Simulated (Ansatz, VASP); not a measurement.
# SnO2 in two plane-wave programs, part 2 of 2

Wanted: the spread between two codes on one cell, functional and k mesh. The cell is taken from a series of runs on this material, whose earlier steps may have relaxed, scaled, displaced or heated it; both programs get it as it stands.

VASP 6.6.1 and Ansatz 0.2.0.

So far: The structure; VASP: single point, HSE06.

### 3. Ansatz: single point, HSE06

Level of this step: Ansatz beside VASP: Kohn-Sham DFT, plane waves, HSE06 (Ansatz).

Ansatz runs on its default PAW (the set named soft_2) files.

The same cell, functional, mesh and smearing now go to Ansatz, which takes its cutoff from its data sets.

The input, input.yaml:

```yaml
crystal:
  lattice:
    - [3.1865, 0.0, 0.0]
    - [0.0, 6.700543859, 0.0]
    - [0.0, 0.0, 19.9353417587]
  atoms:
    - { symbol: O, position: [0.0, 0.5, 0.6563520227] }
    - { symbol: Sn, position: [0.5, 0.5, 0.5972597004] }
    - { symbol: Sn, position: [0.0, 0.0, 0.5796859379] }
    - { symbol: O, position: [0.5, 0.8129648841, 0.5970832916] }
    - { symbol: O, position: [0.5, 0.1870351159, 0.5970832916] }
    - { symbol: O, position: [0.0, 0.5, 0.5191921] }
    - { symbol: O, position: [0.0, 0.0, 0.4808079] }
    - { symbol: Sn, position: [0.0, 0.5, 0.4203140621] }
    - { symbol: O, position: [0.5, 0.3129648841, 0.4029167084] }
    - { symbol: O, position: [0.5, 0.6870351159, 0.4029167084] }
    - { symbol: Sn, position: [0.5, 0.0, 0.4027402996] }
    - { symbol: O, position: [0.0, 0.0, 0.3436479773] }
kpoints:
  mp_grid: { grid: [6, 4, 1] }
  band_path:
    path:
      - [0.5, 0.0, 0.0]
      - [0.0, 0.0, 0.0]
      - [0.0, 0.5, 0.0]
      - [0.5, 0.5, 0.0]
      - [0.0, 0.0, 0.0]
    npoints: 1
scf:
  occupations: { method: fermi_dirac, width: 0.02 }
  n_extra_bands: 10
hamiltonian:
  xc: hse06
  pseudopotentials: { kind: paw }
output:
  forces: true
  write_potential: true
  volumetric_format: []
  fatbands: true
```

On the command line:

```sh
$ ansatz run input.yaml --threads 4 --pin off --max-ram 12288MiB --backend cpu --events-out ev --progress --plain --runs-dir out
```

Numbers of over 12 decimals in the logs are rounded to 6 here.

Output:

```text
scf.n_extra_bands = 10 over 52 filled bands (N_el = 104.0): the run solves 62 bands
Engine: ansatz 0.2.0, x86_64-unknown-linux-gnu
Pseudopotentials: kind: paw
Pseudopotential: O, paw, valence charge 6, recommended cutoff 420 eV (normal), O.paw.azcp
Pseudopotential: Sn, paw, valence charge 14, recommended cutoff 420 eV (normal), Sn.paw.azcp
Functional definition: HSE06
  parameter a = 0.25
  parameter omega = 0.11/bohr
  exchange = pbe_x - a*pbe_x_sr(omega) + a*exact_x_sr(omega)
  correlation = pbe_c
Crystal: 12 atoms, lattice volume = 425.645 Å³
Basis set: ecut = 420 eV, 8355 PW (Γ), exchange–correlation on 48×90×270 points (8 copies of the dense FFT grid, shifted against one another)
Bands: 62, of which v1, the nominal top of the filled ones, is band 52 counted from 1 (51 counted from 0)
Symmetry: 8 space group operations
Space group: Pmma (ITA 51), of the structure as read, at distance tolerance 7.5e-5 Å
k-points: 12 of 24
Non-local potential: O, projectors of the file, l = 0: 2, l = 1: 2, l = 2: 1
Non-local potential: Sn, projectors of the file, l = 0: 2, l = 1: 2, l = 2: 2, l = 3: 2
PAW form: soft (Blöchl's): semilocal exchange-correlation on the pseudo side does not see the compensation charge
PAW frozen core: O, regenerated for the run's functional, and the local potential with it (the file was generated under x = pbe(κ = 0.804, μ = 0.219515), c = pbe(β = 0.066725))
PAW frozen core: Sn, regenerated for the run's functional, and the local potential with it (the file was generated under x = pbe(κ = 0.804, μ = 0.219515), c = pbe(β = 0.066725))
PAW one-centre angular grid: O, 110 points (default); XC on 96 Gauss nodes
PAW one-centre angular grid: Sn, 590 points (default); XC on 64 Gauss nodes
Initial density: superposition of atomic densities (neutral atoms: chi_scale 0, normalization atom), corrected by the library's trained network
Initial wavefunctions: pseudopotential atomic-orbital guess
Functional: x = pbe(κ = 0.804, μ = 0.219515), c = pbe(β = 0.066725), warm-up for x = pbe(κ = 0.804, μ = 0.219515) + 0.25 (exact − pbe) at short range (hse, ω = 0.207870 Å⁻¹), c = pbe(β = 0.066725); HSE06 as pw.x's `hse` composes it (authors' and Libxc's form: `xc: wpbeh`)
SCF iter   1: F=—  HF=-28633.386476 eV  |F-HF|=—  |Δ(HF+E_count)|=         —  Δρ=2.47e-3  dr2=6.74e-2  ethr=1.77e-3  ⟨swp⟩=13.2  Hψ=3691  notcnv=0
preconditioner: auto → none  [insulator: Δε(μ)=1.236 eV  Ē_g=17.872 eV  σ=0.020 eV  W_gap=1.00  n_scr=62 (ndim 8)  ℏωp=18.4 eV  f_vac=0.612  D(μ)=0.00/eV (n_scr^D=0)]
SCF iter   2: F=—  HF=-28633.399345 eV  |F-HF|=—  |Δ(HF+E_count)|=   1.29e-2  Δρ=4.18e-3  dr2=1.20e-1  ethr=6.48e-5  ⟨swp⟩=7.4  Hψ=2613  notcnv=0  defer=14
iter 3 solved again at ethr=3.66e-6 eV; its pass at ethr=6.48e-5 eV (dr2=3.81e-3 eV) is discarded
SCF iter   3: F=—  HF=-28633.378515 eV  |F-HF|=—  |Δ(HF+E_count)|=   2.08e-2  Δρ=9.87e-4  dr2=3.85e-3  ethr=3.66e-6  ⟨swp⟩=4.2  Hψ=3648  notcnv=0  defer=5
SCF iter   4: F=—  HF=-28633.378487 eV  |F-HF|=—  |Δ(HF+E_count)|=   2.80e-5  Δρ=3.58e-4  dr2=3.77e-4  ethr=3.66e-6  ⟨swp⟩=5.8  Hψ=1831  notcnv=0  defer=15
SCF iter   5: F=—  HF=-28633.378831 eV  |F-HF|=—  |Δ(HF+E_count)|=   3.43e-4  Δρ=2.03e-4  dr2=1.41e-4  ethr=3.63e-7  ⟨swp⟩=6.2  Hψ=1964  notcnv=0  defer=11
SCF iter   6: F=-28633.378939 eV  HF=-28633.378916 eV  |F-HF|=2.34e-5  |Δ(HF+E_count)|=   8.51e-5  Δρ=4.13e-5  dr2=4.02e-6  ethr=1.35e-7  ⟨swp⟩=5.2  Hψ=1709  notcnv=0  defer=22
SCF 1 stopped early in 6 iterations: F = -28633.378939 eV  dr2 = 4.02e-6
  greatest PAW one-centre occupation: 0.996 electrons in one spin orbital (limit 2), on the Sn atom at site 7 (counted from 0), in its partial waves of l = 2
Initial density: handed on by an earlier stage of this run
Initial wavefunctions: those handed on with the density
Functional: x = pbe(κ = 0.804, μ = 0.219515) + 0.25 (exact − pbe) at short range (hse, ω = 0.207870 Å⁻¹), c = pbe(β = 0.066725); HSE06 as pw.x's `hse` composes it (authors' and Libxc's form: `xc: wpbeh`)
Exchange kernel: α = 0.2500, screened, ω = 0.2079 Å⁻¹, Wigner–Seitz truncation, v(0) = 1045.5169 eV·Å³, q-mesh 6×4×1, nearest image of the exchange supercell L = 19.12 Å, pair-density grid 18×36×96, without the augmentation charges, whose exchange is taken in its separable form by FFT convolution over the k-point mesh (sized by the pseudopotential files, 24×45×135 at the most), smooth part of the exact exchange by density-matrix convolution
Frozen-core exchange: fock
SCF iter   1: F=—  HF=-28647.950524 eV  |F-HF|=—  |Δ(HF+E_count)|=         —  Δρ=6.70e-3  dr2=1.90e-1  ethr=3.86e-8  ⟨swp⟩=18.5  Hψ=5118  notcnv=2
preconditioner: auto → none  [insulator: Δε(μ)=2.689 eV  Ē_g=20.390 eV  σ=0.020 eV  W_gap=1.00  n_scr=62 (ndim 8)  ℏωp=18.4 eV  f_vac=0.612  D(μ)=0.00/eV (n_scr^D=0)]
[...]
SCF iter   2: F=—  HF=-28647.945479 eV  |F-HF|=—  |Δ(HF+E_count)|=   2.94e-6  Δρ=2.42e-5  dr2=3.17e-6  ethr=4.06e-8  ⟨swp⟩=4.0  Hψ=1787  notcnv=0
SCF iter   3: F=—  HF=-28647.945485 eV  |F-HF|=—  |Δ(HF+E_count)|=   6.36e-6  Δρ=1.73e-5  dr2=1.09e-6  ethr=2.07e-9  ⟨swp⟩=4.8  Hψ=2366  notcnv=0  defer=2
SCF iter   4: F=—  HF=-28647.945485 eV  |F-HF|=—  |Δ(HF+E_count)|=   2.36e-7  Δρ=5.11e-6  dr2=1.24e-7  ethr=9.58e-10  ⟨swp⟩=4.2  Hψ=1765  notcnv=0  defer=2
SCF iter   5: F=—  HF=-28647.945485 eV  |F-HF|=—  |Δ(HF+E_count)|=   1.57e-7  Δρ=4.59e-6  dr2=9.06e-8  ethr=9.97e-11  ⟨swp⟩=5.1  Hψ=2162  notcnv=0  defer=15
SCF iter   6: F=—  HF=-28647.945485 eV  |F-HF|=—  |Δ(HF+E_count)|=   1.87e-8  Δρ=1.54e-6  dr2=1.50e-8  ethr=8.53e-11  ⟨swp⟩=4.4  Hψ=1584  notcnv=0  defer=6
SCF iter   7: F=-28647.945485 eV  HF=-28647.945485 eV  |F-HF|=1.16e-10  |Δ(HF+E_count)|=   2.69e-9  Δρ=3.15e-7  dr2=1.02e-9  ethr=1.26e-11  ⟨swp⟩=4.4  Hψ=1729  notcnv=0  defer=4
SCF 3 converged in 7 iterations: F = -28647.945485 eV  dr2 = 1.02e-9
  Residual-converged pass: ⟨swp⟩=3.8  Hψ=1892  notcnv=0  max |occ|·‖R‖ = 1.1e-6 eV (tolerance 1.1e-6 eV)  dr2=9.90e-10  dr2_onsite=5.56e-11  max |Δocc| = 0.0e0
hybrid outer 2: dexx = +5.810e-6 eV, tail = 1.36e-7 eV, Δε = 4.71e-3 eV (about 1.41e-4 eV left of the loop's levels), ΔF = 1.13e-2 eV/Å (tail 1.58e-3)
Exchange kernel: α = 0.2500, screened, ω = 0.2079 Å⁻¹, Wigner–Seitz truncation, v(0) = 1045.5169 eV·Å³, q-mesh 6×4×1, nearest image of the exchange supercell L = 19.12 Å, pair-density grid 18×36×96, without the augmentation charges, whose exchange is taken in its separable form by FFT convolution over the k-point mesh (sized by the pseudopotential files, 24×45×135 at the most), smooth part of the exact exchange by density-matrix convolution
Frozen-core exchange: fock
SCF iter   1: F=—  HF=-28647.945483 eV  |F-HF|=—  |Δ(HF+E_count)|=         —  Δρ=1.31e-6  dr2=4.05e-9  ethr=6.52e-10  ⟨swp⟩=11.2  Hψ=2004  notcnv=0
preconditioner: auto → none  [insulator: Δε(μ)=2.556 eV  Ē_g=20.402 eV  σ=0.020 eV  W_gap=1.00  n_scr=62 (ndim 8)  ℏωp=18.4 eV  f_vac=0.614  D(μ)=0.00/eV (n_scr^D=0)]
SCF iter   2: F=-28647.945483 eV  HF=-28647.945483 eV  |F-HF|=3.57e-10  |Δ(HF+E_count)|=  8.33e-10  Δρ=4.39e-7  dr2=1.43e-9  ethr=3.10e-12  ⟨swp⟩=4.3  Hψ=2318  notcnv=0
SCF 4 converged in 2 iterations: F = -28647.945483 eV  dr2 = 1.43e-9
  Residual-converged pass: ⟨swp⟩=2.7  Hψ=1352  notcnv=0  max |occ|·‖R‖ = 1.7e-6 eV (tolerance 1.7e-6 eV)  dr2=1.44e-9  dr2_onsite=4.39e-11  max |Δocc| = 0.0e0
hybrid outer 3: dexx = +4.019e-9 eV, tail = 3.10e-9 eV, Δε = 7.73e-5 eV (about 1.32e-5 eV left of the loop's levels), ΔF = 3.46e-4 eV/Å (tail 2.75e-4)
NSCF: frozen V_eff on 5 k-points
WARN: The output density's exchange-correlation potential varies sharply where the density is thin. Do not read a vacuum level from v_tot or v_xc, or from such a field of the output density. On a cell that repeats whose density bears no net charge and no dipole along the vacuum's axis use v_es (v_loc + v_h of the components); under efield.dipole_correction with no amplitude use v_es + v_field, which holds any externa [...]
hybrid SCF converged: 3 outer / 16 inner (+6 warm-up), last move |dexx| = 4.02e-9 eV, tail = 3.10e-9 eV
Stability not checked: this state was not tested for a lower state beside it, because the functional holds exact exchange (a hybrid, or Hartree-Fock), whose exchange loop this test does not read (fock_operator; see scf.lower_state_search)
Free energy (F): -28647.945483 eV
Frozen-core exchange: fock
Harris-Foulkes:  -28647.945483 eV  (|F-HF|=3.57e-10)
Internal energy: -28647.945483 eV  (E = F + TS)
E sigma→0 (E₀):  -28647.945483 eV
Fermi energy:    -1.512526 eV
--- Per-component energies (eV) ---
  E_band       = -1606.655059
  E_kinetic    = 2158.448873
  E_local      = -72491.671158  (includes V_loc(G=0)·N_el)
  E_nonlocal   = 254.900750
  E_hartree    = 35793.560640
  E_xc         = -1662.976357
  E_vxc        = -893.265422  (∫ρ·V_xc dr)
  E_exx        = -302.271433  (= α·E_x^exact, valence–valence)
  E_paw        = -18014.775157  (= ΣΔE_a)
  E_vpaw       = -1617.666661  (= ΣTr[D̂ρ^β])
  E_aug_tail   = 0.019150  (compensation charges beyond the density's cutoff)
  E_ewald      = 25615.996996
  E_core_change = 0.822213  (= ΣΔE_core)
  E_smearing   = -0.000000  (= −TS)
  E_closure    = 0.000000  (closes the sum)
  Σ components = -28647.945483   (vs F -28647.945483, Δ=-3.64e-12)
--- Forces (eV/Å), atoms counted from 1 ---
  atom   1  O      0.00000000     0.00000000    -0.87247261
  atom   2  Sn     0.00000000     0.00000000     0.50479918
  atom   3  Sn     0.00000000     0.00000000    -0.27787933
  atom   4  O      0.00000000     0.26439850    -0.25482982
  atom   5  O     -0.00000000    -0.26439850    -0.25482982
  atom   6  O      0.00000000     0.00000000     0.92667025
  atom   7  O      0.00000000     0.00000000    -0.92667025
  atom   8  Sn     0.00000000     0.00000000     0.27787933
  atom   9  O      0.00000000     0.26439850     0.25482982
  atom  10  O     -0.00000000    -0.26439850     0.25482982
  atom  11  Sn     0.00000000     0.00000000    -0.50479918
  atom  12  O      0.00000000     0.00000000     0.87247261
  max |Σ_I F_I| component: 0.00e0 eV/Å
--- Band table (eV; the first three rows and the last of 12) ---
  k-point 0: bands = [... 48 lower, -3.3933, -3.2767, -3.0200, -2.8735, -0.2496, 0.9105, 2.9013, 3.5834]
  k-point 1: bands = [... 48 lower, -3.3416, -3.2762, -3.0549, -2.9784, 0.1571, 1.0265, 2.8108, 3.3278]
  k-point 2: bands = [... 48 lower, -3.2964, -3.2964, -3.1132, -3.1132, 0.8818, 0.8818, 2.8518, 2.8518]
  k-point 11: bands = [... 48 lower, -3.4489, -3.4489, -2.9431, -2.9431, 3.2684, 3.2684, 4.5137, 4.5137]
  guard bands above this table: 6 of the run's 62 bands. The solve was not asked for them (output.publish_guard_bands: true or output.eigenvalues: true publishes all)
```

### 4. Comparison

Known differences besides the potentials themselves: exact exchange at q = 0 is treated differently, which shows on coarse meshes; VASP keeps PBE cores, Ansatz makes them for the functional; the cutoff is 420 eV in Ansatz and 520 eV in VASP; VASP takes a coarser grid for exact exchange (PRECFOCK = Fast). Total energies have different zeros and are not compared.

Both answers:

| quantity | Ansatz | VASP | difference |
| --- | --- | --- | --- |
| gap on the k mesh (eV) | 2.556 | 2.508 | +0.048 |

Forces on 8 of the 12 atoms, those with the largest forces and the largest differences (eV/Å; atoms numbered as in POSCAR):

| atom | Ansatz x, y, z | VASP x, y, z |
| --- | --- | --- |
| O1 | 0.000, 0.000, -0.872 | 0.000, 0.000, -0.808 |
| O4 | 0.000, 0.000, 0.927 | 0.000, 0.000, 0.986 |
| O5 | 0.000, 0.000, -0.927 | 0.000, 0.000, -0.986 |
| O6 | 0.000, 0.264, 0.255 | 0.000, 0.253, 0.246 |
| O8 | 0.000, 0.000, 0.872 | 0.000, 0.000, 0.808 |
| Sn9 | 0.000, 0.000, 0.505 | 0.000, 0.000, 0.503 |
| Sn11 | 0.000, 0.000, 0.278 | 0.000, 0.000, 0.217 |
| Sn12 | 0.000, 0.000, -0.505 | 0.000, 0.000, -0.503 |

The forces differ by 26 meV/Å r.m.s., which is 7.4 % of the r.m.s. force of 0.348 eV/Å (both taken over all components). A gap on the mesh is an upper bound, since the band edges may lie between its points. Where the cell holds vacuum, a pressure given here is an average over it and none of the material.

### 5. What came out

| Quantity | Value |
| --- | --- |
| r.m.s. force difference (single point, HSE06) | 7.4 % of the r.m.s. force |
| difference in gap on the k mesh (single point, HSE06) | 0.048 eV |

In words: The r.m.s. force difference is 7.4 % of the r.m.s. force (single point, HSE06), beyond the 3 % picked in this series as the mark of a large difference. What causes the difference of the single point, HSE06 pair stays open here. Such differences can come from data sets, numerical settings and the points named under the comparisons, not from the functional's error against experiment.

[Lines on the potential files, build, host, timing and source positions are cut from VASP's logs without a mark.]

[Logs are printed without paths, hosts, clocks, repeated set-up lines and the standing remarks that a program may print on its own settings, such as how far it seeks lower states.]

[Hosts, paths, dates, database ids (printed as entryN), source tags and the programs' standing remarks are cut or masked in the printed files.]
